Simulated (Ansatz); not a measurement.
Structure search for Hf₂H₃

Theory: Ansatz, DFT PBE, scalar-relativistic, plane waves, PAW. Settings: cutoff 420 eV, Γ-centred meshes spaced at most about 0.3 Å⁻¹, and about 0.25 Å⁻¹ or finer for metals (2π included), Gaussian smearing. No spin polarisation.

Energies over the elements count from the elements' standard structures at the same level (H₂ as a molecule), with no fitted energy shifts.

All energies are static (0 K, no zero-point motion). Larger cells and other orderings weren't all tried, so the list isn't exhaustive. These runs have no spin–orbit coupling, which can matter for Hf. With hydrogen, zero-point motion can shift formation energies by some tens of meV/atom.

Invented guesses were relaxed alike, and ends that match in structure were merged. ΔE counts from the first row. Coordination counts H atoms around Hf (those within 1.25 times the shortest such distance or 1.15 times the sum of covalent radii, 1.27 where that leaves under three; a plus sign parts nearer from farther groups; the shortest distance is added where it exceeds 1.18 times the sum of covalent radii; a slash parts the counts of unlike sites). The ends were matched against large subsets of the Crystallography Open Database and the Materials Project, so a missing match doesn't prove that a structure is unreported.

```
#                             reached from         type and space group  atoms  Å³/atom         coordination  ΔE (meV/atom)  gap on mesh (eV)  in databases
1                        Ni3Se2 type (R32)                R32 (No. 155)      5     10.1                 Hf 6              0              0.00      no match
2                  tetradymite type (R-3m)  tetradymite, R-3m (No. 166)      5     12.6                 Hf 6            169              0.00      no match
3                              random cell              Pm-3m (No. 221)      5     10.4              Hf 6/12            255              0.00      no match
4                              random cell             P6/mmm (No. 191)      5     11.6               Hf 1+6            617              0.00      no match
5                              random cell              P-6m2 (No. 187)      5     12.8                 Hf 3            747              0.00      no match
6  Zr3Cd2 type (Pmmm), changed on relaxing             P4/mmm (No. 123)      5     14.6  Hf 4/8+8 from 3.4 Å           1225              0.00      no match
7                              random cell             P6/mmm (No. 191)      5     13.5    Hf 6+6 from 3.0 Å           1324              0.00      no match
```

The lowest: Space group R32 (No. 155), trigonal, a = 5.272 Å, c = 6.322 Å. Hf has 6 H at 2.05–2.07 Å and 8 Hf at 3.07–3.25 Å; H is surrounded by 4 Hf at 2.05–2.07 Å, 2 H at 2.21 Å and 2 H at 2.39 Å. Its energy over the elements is −0.31 eV/atom. It lies below the elements, which doesn't yet make it stable against other compounds or structures. An observed structure of this formula, if there is one, may be missing.

```cif
data_structure
_symmetry_space_group_name_H-M 'P 1'
_symmetry_Int_Tables_number 1
_cell_length_a 3.7019
_cell_length_b 3.7019
_cell_length_c 3.7019
_cell_angle_alpha 90.800
_cell_angle_beta 90.800
_cell_angle_gamma 90.800
_cell_volume 50.72
loop_
_atom_site_label
_atom_site_type_symbol
_atom_site_fract_x
_atom_site_fract_y
_atom_site_fract_z
_atom_site_occupancy
Hf1 Hf 0.25692 0.25692 0.25692 1
Hf2 Hf 0.74308 0.74308 0.74308 1
H1 H 0.50000 0.23813 0.76187 1
H2 H 0.76187 0.50000 0.23813 1
H3 H 0.23813 0.76187 0.50000 1
```

The second: Space group R-3m (No. 166), trigonal, a = 3.106 Å, c = 22.644 Å. Hf has 3 H at 2.08 Å, 3 H at 2.23 Å and 9 Hf at 3.11–3.20 Å; H on a site of symmetry -3m has 6 Hf at 2.23 Å; H on a site of symmetry 3m has 3 Hf at 2.08 Å. Counting H atoms around Hf, the first and the second both have Hf 6. Cells relaxed within their symmetry can be saddle points. Some types were kept out of the candidates beforehand, so the set may lack a known form.
